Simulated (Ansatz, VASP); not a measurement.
# NaCl: VASP beside Ansatz

```
Na Cl
1.0
     3.50219    0.00000    0.00000
     0.00000    3.50219    0.00000
     0.00000    0.00000    3.50219
Na Cl
1 1
Direct
  0.00000 0.00000 0.00000
  0.50000 0.50000 0.50000
```

Measurements of this composition are mostly on another form, of space group No. 225.

Alike in both runs: task single point; functional PBE; k mesh 6 × 6 × 6; occupations gaussian, width 0.05 eV; no spin polarisation.

|  | VASP | Ansatz |
| --- | --- | --- |
| version | VASP 6.6.1 | Ansatz 0.2.0 |
| potentials or method | VASP PAW PBE potentials, release 64 (Na_pv, Cl) | scalar-relativistic, plane waves, PAW |
| plane-wave cutoff (eV) | 520 | 420 |
| valence electrons in the cell | 14 | 16 |

```csv
,VASP,Ansatz,Ansatz less VASP
gap on the k mesh at the Fermi level (eV),3.98,3.98,0.000
least direct gap on the mesh (eV),4.47,4.47,0.000
pressure (GPa),0.1,0.1,+0.05
```

The two sets of potentials don't hold the same shells in valence.

A k mesh can miss the band edges.
